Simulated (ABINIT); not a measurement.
# BaO (Fm-3m): G0W0 with and without spin-orbit coupling

Aim: spinor G0W0 for BaO (Fm-3m) beside the scalar-relativistic result.

Calculated with ABINIT 10.8.3; PBE and many-body steps on it, plane waves.

Most raw output is cut from this account.

The database entry behind the starting cell differs from later determinations by our own check (about 0.7 % short), so it need not match the best structure at ambient conditions.

## 1. The structure

Symmetry: Fm-3m, No. 225, cubic system. Conventional cell: a = 5.500 Å, b = 5.500 Å, c = 5.500 Å, α = 90.00°, β = 90.00°, γ = 90.00°. Ba has 6 O at 2.75 Å nearest. Nearest to O lie 6 Ba at 2.75 Å. Farther neighbours and most contacts between anions are not listed.

Coordinates:

```cif
data_structure
_symmetry_space_group_name_H-M 'Fm-3m'
_symmetry_Int_Tables_number 225
_cell_length_a 5.5000
_cell_length_b 5.5000
_cell_length_c 5.5000
_cell_angle_alpha 90.000
_cell_angle_beta 90.000
_cell_angle_gamma 90.000
_cell_volume 166.38
loop_
_atom_site_label
_atom_site_type_symbol
_atom_site_symmetry_multiplicity
_atom_site_Wyckoff_symbol
_atom_site_fract_x
_atom_site_fract_y
_atom_site_fract_z
_atom_site_occupancy
Ba1 Ba 4 a 0.00000 0.00000 0.00000 1
O1 O 4 b 0.50000 0.00000 0.00000 1
```

The cell and positions come from the Crystallography Open Database and are kept as given unless a step says otherwise. Spin-orbit coupling is left out unless a step names it.

## 2. Empty states on the mesh, 4×4×4 mesh, 40 bands

This step: ABINIT 10.8.3; DFT, PBE, plane waves, norm-conserving pseudopotentials.

The sums over transitions need many empty states on a uniform mesh; this step solves for them.

File run.abi:

```
acell 3*1.0 Angstrom
rprim 
  -0.000000000000 2.750000000000 2.750000000000
  2.750000000000 -0.000000000000 2.750000000000
  2.750000000000 2.750000000000 -0.000000000000
ntypat 2
znucl 56 8
natom 2
typat 1 2
xred 
  0.000000000000 0.000000000000 0.000000000000
  0.500000000000 0.500000000000 0.500000000000
pp_dirpath "pseudos"
pseudos "Ba.upf, O.upf"
ecut 36
ngkpt 4 4 4
nshiftk 1
shiftk 0 0 0
kptopt 1
chksymbreak 0
iscf -2
irdden 1
istwfk *1
nband 40
nbdbuf 4
tolwfr 1e-09
nstep 60
prtvol 0
indata_prefix "in"
outdata_prefix "out"
tmpdata_prefix "tmp"
```

Launch:

```console
OMP_NUM_THREADS=1 mpirun -n 4 abinit run.abi > log
```

Wall time 6.4 s (4 MPI ranks of Arm Neoverse V1, shared host); peak memory 0.27 GiB.

This step gave:

| Item | Value |
| --- | --- |
| gap | 1.939 eV |
| k of the valence top | 0.5, 0.5, 0 |
| k of the conduction bottom | 0.5, 0.5, 0 |
| least direct gap | 1.939 eV |
| k points computed | 8 |
| lowest point of the top converged band, above the valence top | 36.72 eV |

On this mesh the gap is 1.939 eV.

The density comes from a self-consistent run that is not shown.

## 3. Screening, 4×4×4 mesh, 36 bands, screening to 98 eV

The RPA dielectric matrix is built and inverted for each q.

This step: RPA screening on PBE, plane waves, norm-conserving pseudopotentials.

run.abi, as its differences from that of step 2:

```diff
@@ -20,10 +20,11 @@
 chksymbreak 0
-iscf -2
-irdden 1
 istwfk *1
-nband 40
-nbdbuf 4
-tolwfr 1e-09
-nstep 60
-prtvol 0
+occopt 1
+irdwfk 1
+optdriver 3
+nband 36
+ecuteps 3.6
+inclvkb 0
+awtr 1
+symchi 1
 indata_prefix "in"
```

Run time: 4.3 s. Hardware: 4 MPI ranks; peak memory 0.43 GiB; 17 s of CPU time.

This step gave:

```
ε∞ with local fields, on this mesh, along the program's q direction : 4.620
the same without local fields                                       : 5.062
plasma frequency                                                    : 23.03 eV
plane waves in the screening matrix                                 : 89
```

Local fields lower ε∞ by 9 %. On a Γ-centred mesh this coarse the value itself is usually too large, while a short band sum pulls it down.

## 4. Scalar-relativistic

The self-energy is evaluated for the states that the input lists, and the levels follow from it, in one-shot runs by the linearised quasiparticle equation.

This step: G0W0 on PBE, plane waves, norm-conserving pseudopotentials.

run.abi, as its differences from that of step 3:

```diff
@@ -23,8 +23,17 @@
 irdwfk 1
-optdriver 3
+optdriver 4
 nband 36
+gwcalctyp 0
+ecutsigx 36
+symsigma 1
+nkptgw 2
+kptgw 
+  0.5000000000 0.5000000000 0.0000000000
+  0.0000000000 0.0000000000 0.0000000000
+bdgw 
+  6 10
+  6 12
 ecuteps 3.6
-inclvkb 0
-awtr 1
-symchi 1
+irdscr 1
+ppmodel 1
 indata_prefix "in"
```

The job ended after 3.3 s (4 MPI ranks; peak memory 0.53 GiB).

This step gave:

```yaml
g0w0_gap_on_the_points_computed: 2.734 eV
starting_gap_on_the_mesh: 1.939 eV
k_of_the_valence_top: 0.5, 0.5, 0
k_of_the_conduction_bottom: 0.5, 0.5, 0
z_at_the_valence_top: 0.777
z_at_the_conduction_bottom: 0.846
least_direct_g0w0_gap_on_the_computed_points: 2.734 eV
```

The gap on the mesh goes from 1.94 eV to 2.73 eV, a correction of +0.80 eV.

## 5. Empty states on the mesh, 4×4×4 mesh, 78 bands

This step: DFT, PBE with spin-orbit coupling, plane waves, norm-conserving pseudopotentials.

run.abi, as its differences from that of step 4:

```diff
@@ -15,2 +15,3 @@
 ecut 36
+nspinor 2
 ngkpt 4 4 4
@@ -20,20 +21,10 @@
 chksymbreak 0
+iscf -2
+irdden 1
 istwfk *1
-occopt 1
-irdwfk 1
-optdriver 4
-nband 36
-gwcalctyp 0
-ecutsigx 36
-symsigma 1
-nkptgw 2
-kptgw 
-  0.5000000000 0.5000000000 0.0000000000
-  0.0000000000 0.0000000000 0.0000000000
-bdgw 
-  6 10
-  6 12
-ecuteps 3.6
-irdscr 1
-ppmodel 1
+nband 78
+nbdbuf 6
+tolwfr 1e-09
+nstep 60
+prtvol 0
 indata_prefix "in"
```

Run time: 31 s. Hardware: 4 MPI ranks; peak memory 0.34 GiB.

This step gave:

```
gap                                                           : 1.888 eV
k of the valence top                                          : 0.5, 0.5, 0
k of the conduction bottom                                    : 0.5, 0.5, 0
least direct gap                                              : 1.888 eV
k points computed                                             : 8
lowest point of the top converged band, above the valence top : 36.67 eV
```

On this mesh the gap is 1.888 eV.

The density comes from a self-consistent run that is not shown, made with spin-orbit coupling and fully relativistic files.

## 6. Screening, 4×4×4 mesh, 72 bands, screening to 98 eV

This step: RPA screening on PBE with spin-orbit coupling, plane waves, norm-conserving pseudopotentials.

run.abi, as its differences from that of step 5:

```diff
@@ -21,10 +21,11 @@
 chksymbreak 0
-iscf -2
-irdden 1
 istwfk *1
-nband 78
-nbdbuf 6
-tolwfr 1e-09
-nstep 60
-prtvol 0
+occopt 1
+irdwfk 1
+optdriver 3
+nband 72
+ecuteps 3.6
+inclvkb 0
+awtr 1
+symchi 1
 indata_prefix "in"
```

Wall time 25 s (4 MPI ranks); peak memory 0.84 GiB; 98 s of CPU time.

This step gave:

* ε∞ with local fields, on this mesh, along the program's q direction: 4.622
* the same without local fields: 5.064
* plasma frequency: 23.03 eV
* plane waves in the screening matrix: 89

## 7. With spin-orbit coupling

This step: G0W0 on PBE with spin-orbit coupling, plane waves, norm-conserving pseudopotentials.

run.abi, as its differences from that of step 6:

```diff
@@ -24,8 +24,17 @@
 irdwfk 1
-optdriver 3
+optdriver 4
 nband 72
+gwcalctyp 0
+ecutsigx 36
+symsigma 0
+nkptgw 2
+kptgw 
+  0.5000000000 0.5000000000 0.0000000000
+  0.0000000000 0.0000000000 0.0000000000
+bdgw 
+  13 20
+  13 22
 ecuteps 3.6
-inclvkb 0
-awtr 1
-symchi 1
+irdscr 1
+ppmodel 1
 indata_prefix "in"
```

The job ended after 39 s (4 MPI ranks; peak memory 0.97 GiB).

Numbers from this step:

* G0W0 gap on the points computed: 2.671 eV
* starting gap on the mesh: 1.888 eV
* k of the valence top: 0.5, 0.5, 0
* k of the conduction bottom: 0.5, 0.5, 0
* Z at the valence top: 0.777
* Z at the conduction bottom: 0.846
* least direct G0W0 gap on the computed points: 2.671 eV

Against G0W0 in ABINIT (4×4×4 mesh, 36 bands, screening to 98 eV, Godby-Needs plasmon pole), the gap moves by −0.063 eV.

## 8. The runs together

Times are wall times on 4 MPI ranks of Arm Neoverse V1, shared host, good to a factor of about two. A run's time includes the screening step that it read.

```csv
run,mesh,bands,screening cutoff (eV),DFT gap (eV),gap on the mesh (eV),direct (eV),ε∞ used,time
scalar-relativistic,4×4×4,36,98,1.939,2.734,2.734,4.62,7.6 s
with spin-orbit coupling,4×4×4,72,98,1.888,2.671,2.671,4.62,64 s
```

## 9. Summary of results

- scalar-relativistic: 2.734 eV
- with spin-orbit coupling: 2.671 eV
- known limits: not at the basis limit; screening head approximate; no spin-orbit coupling in some runs; coarse k mesh

**Reading.** With spin-orbit coupling: −0.063 eV against scalar-relativistic, −0.051 eV of it in the start. Bands and cutoff are finite, so the gap is not at the basis limit. The miss can reach some tenths of an eV and take either sign; the mesh is an error of its own. In the G0W0 runs levels were corrected at 2 k points alone, so a gap called «on the mesh» is the least over those, and an edge elsewhere would be missed. The 4×4×4 mesh is coarse for this cell, which bears on the long-range parts of exchange and screening. The long-wavelength limit of the screening leaves out the non-local commutator, which shifts ε∞.

[Paths, hosts, dates, memory and timing lines, banners, echoed tables and standing remarks are left out of the program output.]

[Logs are printed without paths, hosts, clocks, repeated set-up lines and the standing remarks that a program may print on its own settings, such as how far it seeks lower states.]

[Runs of the session that timed out or met a known fault of the program may be left out.]

[Hosts, paths, dates, database ids (printed as entryN), source tags and the programs' standing remarks are cut or masked in the printed files.]

[G0W0 gaps are taken among the corrected bands and points alone; a level outside them can change the order at an edge.]

[Where Ansatz stands beside ABINIT at settings called matched, ABINIT's density can come from a denser mesh and the files from another edition; pairs whose starting gaps differed by over 0.03 eV were left out, so agreement reads better than it is.]
